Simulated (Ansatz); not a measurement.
Crystal: HfC.

```
Hf C
1.0
     3.34287    0.00000    0.00000
    -1.67143    2.89501    0.00000
     0.00000    0.00000    5.20271
Hf C
2 2
Cartesian
  0.0000 1.9300 1.3007
  1.6714 0.9650 3.9020
  0.0000 0.0000 2.6014
  0.0000 0.0000 0.0000
```

The cell comes from a database or a generator and needn't be the stable form of this composition.

Base run:

```yaml
Program: Ansatz 0.2.0
Functional: PBEsol
Potentials_or_basis: all-electron LAPW, scalar-relativistic
Cutoff: 278 eV
Density_cutoff: 1110 eV
Basis_error_allowed: 0.002 eV/atom
k_mesh: 7 × 7 × 4
Occupations: fermi-dirac, width 0.05 eV
Spin: no spin polarisation
```

Its results: pressure -7.3 GPa.

**Question.** The run is repeated on the same cell with these changes: potentials or basis from all-electron LAPW, scalar-relativistic to all-electron LAPW, relativistic spinors; spin from no spin polarisation to spin-orbit coupling, no magnetisation. What comes out?

**Answer.** Pressure -7.8 GPa.

Caveats: the k mesh is thin for a metal, which can move the energy by tens of meV per atom.

Not every run made on this cell is shown here.
